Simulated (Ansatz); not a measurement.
Crystal: BAs.

```
As B
1.0
     0.00000    2.38850    2.38850
     2.38850    0.00000    2.38850
     2.38850    2.38850    0.00000
As B
1 1
Direct
  0.75000 0.75000 0.75000
  0.00000 0.00000 0.00000
```

```yaml
Program: Ansatz 0.2.0
Task: relaxation of cell and atoms
Functional: PBEsol
Dispersion: D3(BJ)
Potentials_or_basis: Ansatz PAW
Cutoff: "420 eV (not typed: the program's choice for these potentials)"
k_mesh: 10 × 10 × 10
Occupations: fermi-dirac, width 0.05 eV
Spin: no spin polarisation
```

At the start: volume 13.63 Å³/atom.

How do energy, volume and symmetry change on relaxing?

It ends after 5 steps and the volume is 13.24 Å³/atom (-2.9 %); space group F-43m (No. 216, to 0.05 Å).

The path:
```tsv
step	energy change (eV)	largest force (eV/Å)	volume (Å³)
1	0.0000	0.0000	27.25
2	-0.0096	0.0000	26.68
3	-0.0105	0.0000	26.46
4	-0.0105	0.0000	26.47
5	-0.0100	0.0000	26.47
```

Final structure:
```
As B
1.0
     0.00000    2.36553    2.36553
     2.36553    0.00000    2.36553
     2.36553    2.36553    0.00000
As B
1 1
Direct
  0.75000 0.75000 0.75000
  0.00000 0.00000 0.00000
```

Caveat: the plane-wave basis is chosen anew once the cell has moved, so the energies of steps on either side of that aren't comparable; the PAW data sets come from PBE, with cores solved anew for the run's functional, which leaves a small shift of forces and pressure.
